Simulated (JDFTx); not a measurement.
The system is Au.

```
Au
1.0
     0.05952    2.03278    2.02390
     2.06284    0.03015    2.05328
     2.07413    2.07344    0.01886
Au
1
Cartesian
  0.0297 0.0344 -0.0121
```

The cell isn't the ideal one: cell strained at random at fixed volume.

A run of JDFTx 1.7.0 (patched build) on this cell left the log below. Logs are shortened: lines on timing, memory, paths and dates and some standing lists are left out, and cuts for length are marked.

```text
*************** JDFTx 1.7.0 (patched build) ***************

Input parsed successfully to the following command list (including defaults):
[... the input with its defaults ...]

---------- Setting up symmetries ----------

Non-trivial transmission matrix:
[   1   1   1  ]
[  -1   0   0  ]
[   0  -1   0  ]
with reduced lattice vectors:
[     -3.785736     -3.807069      0.112473  ]
[      3.784437     -0.076838      3.841405  ]
[     -0.055507      3.788986      3.824620  ]

Found 2 point-group symmetries of the bravais lattice
Found 2 space-group symmetries with basis
Applied RMS atom displacement 0 bohrs to make symmetries exact.

---------- Initializing the Grid ----------
R =
[     0.112473      3.89821      3.91954  ]
[      3.84141    0.0569677      3.91824  ]
[      3.82462      3.88013    0.0356346  ]
unit cell volume = 113.742
G =
[  -0.839729   0.832446   0.831421  ]
[   0.820266   -0.82788   0.807391  ]
[   0.811336   0.799487  -0.826855  ]
Minimum fftbox size, Smin = [  32  32  32  ]
Chosen fftbox size, S = [  32  32  32  ]

---------- Exchange Correlation functional ----------
Initalized PBE GGA exchange.
Initalized PBE GGA correlation.

---------- Setting up pseudopotentials ----------
Width of ionic core gaussian charges (only for fluid interactions / plotting) set to 0

Reading pseudopotential file 'pseudo/Au.upf':
  'Au' pseudopotential, 'PBE' functional
  Generated using ONCVPSP code by D. R. Hamann
  19 valence electrons, 4 orbitals, 7 projectors, 1001 radial grid points, with lMax = 3
    5S    l: 0   occupation:  2.0   eigenvalue: -3.982491
    5P    l: 1   occupation:  6.0   eigenvalue: -2.196962
    5D    l: 2   occupation: 10.0   eigenvalue: -0.252734
    6S    l: 0   occupation:  1.0   eigenvalue: -0.211760
  Core radius for overlap checks: 1.57 bohrs.

Initialized 1 species with 1 total atoms.

Folded 1 k-points by 11x11x11 to 1331 k-points.

---------- Setting up k-points, bands, fillings ----------
Reduced to 666 k-points under symmetry.
Computing the number of bands and number of electrons
Calculating initial fillings.
nElectrons:  19.000000   nBands: 15   nStates: 666

----- Setting up reduced wavefunction bases (one per k-point) -----
average nbasis = 1272.528 , ideal nbasis = 1272.592

---------- Setting up ewald sum ----------
Optimum gaussian width for ewald sums = 1.963480 bohr.
Real space sum over 2197 unit cells with max indices [  6  6  6  ]
Reciprocal space sum over 2197 terms with max indices [  6  6  6  ]

---------- Allocating electronic variables ----------
Initializing wave functions:  linear combination of atomic orbitals
Note: number of bands (15) exceeds available atomic orbitals (10)
Au pseudo-atom occupations:   s ( 2 1 )  p ( 6 )  d ( 10 )
	FillingsUpdate:  mu: +0.762677409  nElectrons: 19.000000
LCAOMinimize: Iter:   0  F: -137.8721167186868399  |grad|_K:  4.639e-04  alpha:  1.000e+00
	FillingsUpdate:  mu: +0.779064976  nElectrons: 19.000000
LCAOMinimize: Iter:   1  F: -137.8804496669728223  |grad|_K:  9.747e-06  alpha:  5.374e-01  linmin:  3.907e-01  cgtest: -8.997e-01
	FillingsUpdate:  mu: +0.779072057  nElectrons: 19.000000
[... 7 lines of inner loops ...]
	FillingsUpdate:  mu: +0.778747706  nElectrons: 19.000000
LCAOMinimize: Iter:   5  F: -137.8804540800426253  |grad|_K:  1.110e-09  alpha:  7.287e-01  linmin: -1.598e-01  cgtest:  8.452e-01
LCAOMinimize: Encountered beta<0, resetting CG.
LCAOMinimize: Converged (|Delta F|<1.000000e-06 for 2 iters).

-------- Electronic minimization -----------
Will mix electronic density at each iteration.
	FillingsUpdate:  mu: +0.778747706  nElectrons: 19.000000
	FillingsUpdate:  mu: +0.770375225  nElectrons: 19.000000
SCF: Cycle:  0   F: -137.894291123771239   dF: -1.384e-02   |Residual|: 2.292e-02   |deigs|: 3.172e-01
	FillingsUpdate:  mu: +0.772256863  nElectrons: 19.000000
SCF: Cycle:  1   F: -137.894648667507454   dF: -3.575e-04   |Residual|: 7.369e-03   |deigs|: 7.364e-03
	FillingsUpdate:  mu: +0.772382883  nElectrons: 19.000000
SCF: Cycle:  2   F: -137.894656484250334   dF: -7.817e-06   |Residual|: 2.548e-03   |deigs|: 8.679e-04
	FillingsUpdate:  mu: +0.772139065  nElectrons: 19.000000
SCF: Cycle:  3   F: -137.894657750021508   dF: -1.266e-06   |Residual|: 5.446e-04   |deigs|: 4.774e-04
	FillingsUpdate:  mu: +0.772205091  nElectrons: 19.000000
SCF: Cycle:  4   F: -137.894657889525661   dF: -1.395e-07   |Residual|: 3.206e-04   |deigs|: 2.239e-04
	FillingsUpdate:  mu: +0.772173375  nElectrons: 19.000000
SCF: Cycle:  5   F: -137.894657981722986   dF: -9.220e-08   |Residual|: 2.264e-05   |deigs|: 1.691e-04
	FillingsUpdate:  mu: +0.772177166  nElectrons: 19.000000
SCF: Cycle:  6   F: -137.894657987873586   dF: -6.151e-09   |Residual|: 1.752e-05   |deigs|: 9.487e-05
	FillingsUpdate:  mu: +0.772177920  nElectrons: 19.000000
SCF: Cycle:  7   F: -137.894657989694196   dF: -1.821e-09   |Residual|: 1.376e-05   |deigs|: 8.527e-05
SCF: Converged (|Delta E|<1.000000e-08 for 2 iters).

Setting wave functions to eigenvectors of Hamiltonian
Converging empty states (this may take a while): |deigs|: 5.647e-04

# Stress tensor in Cartesian coordinates [Eh/a0^3]:
[ -0.000363056   7.4094e-05  5.46718e-05  ]
[   7.4094e-05 -0.000357697 -8.80262e-06  ]
[  5.46718e-05 -8.80262e-06 -0.000355507  ]

# Ionic positions in lattice coordinates:
ion Au  -0.001896000000000  -0.004175000000000   0.018530000000000 1

# Forces in Cartesian coordinates:
force Au   0.000000000000000   0.000000000000000   0.000000000000000 1

# Energy components:
   Eewald =     -107.5797951925754745
       EH =       25.8663744224738323
     Eloc =      -85.4990615570642802
      Enl =        2.5127825068068503
      Exc =      -26.0773798079625720
 Exc_core =       10.3038634424472377
       KE =       42.5786301697512286
-------------------------------------
     Etot =     -137.8945860161231849
       TS =        0.0000719735710197
-------------------------------------
        F =     -137.8946579896941955

IonicMinimize: Iter:   0  F: -137.894657989694196  |grad|_K:  0.000e+00
IonicMinimize: Converged (|grad|_K<1.000000e-04).

#--- Lowdin population analysis ---
# oxidation-state Au +0.158

Dumping 'run.eigStats' ...
	eMin: -3.110820 at state 0 ( [ +0.000000 +0.000000 +0.000000 ] spin 0 )
	HOMO: +0.772117 at state 278 ( [ +0.181818 -0.272727 -0.272727 ] spin 0 )
	mu  : +0.772174
	LUMO: +0.773460 at state 128 ( [ +0.090909 -0.454545 +0.090909 ] spin 0 )
	eMax: +1.710621 at state 607 ( [ +0.454545 +0.454545 -0.363636 ] spin 0 )
	HOMO-LUMO gap: +0.001342
	Optical gap  : +0.073109 at state 55 ( [ +0.000000 +0.454545 +0.454545 ] spin 0 )
Done!
```

Q: Write the input and the command behind it.

A: Single point with PBE, no spin polarisation. The files as run (others can give the same):

Au.in
```
lattice \
    0.1124727195     3.8982083081     3.9195414263 \
    3.8414050305     0.0569676838     3.9182431845 \
    3.8246204831     3.8801274085     0.0356345655
coords-type Lattice
ion Au    -0.0018960000    -0.0041750000     0.0185300000 1

ion-species pseudo/Au.upf
elec-cutoff 38
elec-ex-corr gga-PBE
kpoint-folding 11 11 11
elec-smearing Fermi 0.0018374661
elec-n-bands 15
electronic-SCF nIterations 100 energyDiffThreshold 1e-08
electronic-minimize nIterations 30 energyDiffThreshold 1e-7
converge-empty-states yes
forces-output-coords Cartesian

dump-name run.$VAR
dump End Ecomponents EigStats BandEigs Kpoints Forces Stress
```

Potentials or basis: PseudoDojo-SR-PBE-0.5-standard.
Command:
```bash
$ jdftx -c 1 -i Au.in -o Au.out
```
